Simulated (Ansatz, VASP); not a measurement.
**Two plane-wave programs on Mg**

```
Mg
1.0
    -1.83599    1.83599    1.67940
     1.83599   -1.83599    1.67940
     1.83599    1.83599   -1.67940
Mg
1
Cartesian
  0.0000 0.0000 0.0000
```

This isn't the form of Mg at room conditions, which is hcp.

Alike in both runs: task single point; functional r2SCAN; dispersion D3(BJ); k mesh 7 × 7 × 7; occupations fermi-dirac, width 0.05 eV; no spin polarisation.

```csv
,VASP,Ansatz
version,VASP 6.6.1,Ansatz 0.2.0
potentials or method,"VASP PAW PBE potentials, release 64 (Mg)","plane waves, norm-conserving potentials"
plane-wave cutoff (eV),520,1143
valence electrons in the cell,2,10
```

|  | VASP | Ansatz | Ansatz less VASP |
| --- | --- | --- | --- |
| pressure (GPa) | -1.4 | -1.2 | +0.25 |
| largest component of the traceless stress (GPa) | 2.36 | 2.37 | +0.019 |
| dispersion energy (meV/atom) | -135.7 | -135.8 | -0.08 |

The two sets of potentials don't hold the same shells in valence. Ansatz warned: «dispersion_damping_borrowed».

Caveats: the k mesh is coarse (spacing up to 0.36 Å⁻¹), so the values aren't converged; the PAW data sets were made with another functional, which shifts forces and pressure a little (VASP); pairwise dispersion overbinds metals, which lowers pressure and volume.
